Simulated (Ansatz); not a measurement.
LaB6: pressure and energy above given cell against volume ratio

Plane-wave density functional theory, PAW datasets, Gaussian smearing 0.05 eV: equation of state, the given cell scaled in volume with shape and atoms relaxed at each volume. The results are calculated, by Ansatz 0.2.0.

The cell before it is scaled or strained (space group Pm-3m, No. 221):
```
CELL_PARAMETERS angstrom
4.15500 0.00000 0.00000
0.00000 4.15500 0.00000
0.00000 0.00000 4.15500
ATOMIC_POSITIONS crystal
La 0.00000 0.00000 0.00000
B 0.19980 0.50000 0.50000
B 0.80020 0.50000 0.50000
B 0.50000 0.50000 0.19980
B 0.50000 0.50000 0.80020
B 0.50000 0.19980 0.50000
B 0.50000 0.80020 0.50000
```

Settings of every row: paw set soft_2; functional PBE; spin treatment none; moment partition spheres; spin axis none; wave cutoff 420 eV; k mesh 8x8x8; symmetry use detected.

Atom hubbard u: 0 on all atoms.

Limits: the SCF threshold is loose for a stress in some rows.

```
row  volume ratio  V (Å³/atom)  pressure (GPa)  energy above given cell (meV per atom)
  1         0.945        9.684          10.874                                   18.22
  2          0.96        9.837           7.611                                    9.37
  3          0.98       10.042           3.607                                    2.25
  4             1       10.247          -0.035                                       0
  5          1.02       10.452               ?                                       ?
  6          1.04       10.657          -6.365                                    8.44
  7          1.07       10.965         -10.388                                    24.6
  8           1.1       11.272         -13.876                                   47.96
```

Question: what pressure and energy above given cell should row 5 give?

Worked fit of pressure. Take u = (V_r/V)^(2/3) − 1 with V_r = 10.247 Å³ an atom, which is twice the finite (Eulerian) strain; such expansions in the strain, on which the Birch-Murnaghan equation of state is built, carry the rest volume and the bulk modulus. The shown rows have u = 0.03839, 0.0276, 0.01356, 0, -0.02582, -0.04414, -0.06158. Least squares give pressure = −0.0373 + 260.331 × u + 604.16 × u² + 423.6 × u³ GPa; a parabola predicts inner rows, each left out in turn, worse (root mean square 0.015 against 0.0049 GPa). The rows lie off it by 0.003, -0.006, 0.002, 0.002, -0.001, 0.000, 0.000 (root mean square 0.0028 GPa). The pressure vanishes at u = 0.0001, or V = 10.24 Å³ an atom, and there the bulk modulus with shape and atoms relaxed is B = −V dP/dV = (2/3)(1 + u) dP/du = 174 GPa. The withheld row has u = -0.01312, so the fit gives −0.0373 + 260.331 × (-0.01312) + 604.16 × (-0.01312)² + 423.6 × (-0.01312)³ = -3.350 GPa.

The calculation gave -3.349 GPa. The fit lies 0.001 GPa (0.004 % of the column's range) below it, one unit of the last digit.

Worked fit of energy above given cell. Take u = (V_r/V)^(2/3) − 1 with V_r = 10.247 Å³ an atom, which is twice the finite (Eulerian) strain; such expansions in the strain, on which the Birch-Murnaghan equation of state is built, carry the rest volume and the bulk modulus. The shown rows have u = 0.03839, 0.0276, 0.01356, 0, -0.02582, -0.04414, -0.06158. Least squares give energy above given cell = −0.008 − 3.04 × u + 12499.5 × u² − 1606 × u³ meV per atom; a parabola predicts inner rows, each left out in turn, worse (root mean square 0.064 against 0.026 meV per atom). The rows lie off it by 0.01, -0.03, 0.00, 0.01, 0.01, -0.02, 0.01. Its lowest point lies at u = 0.0001, or V = 10.25 Å³ an atom, and the curvature there gives the bulk modulus with shape and atoms relaxed, B = (4/9)(1 + u)² E″(u)/V = 174 GPa. The withheld row has u = -0.01312, so the fit gives −0.008 − 3.04 × (-0.01312) + 12499.5 × (-0.01312)² − 1606 × (-0.01312)³ = 2.19 meV per atom.

The calculation gave 2.19 meV per atom. The fit meets it to the printed digit.
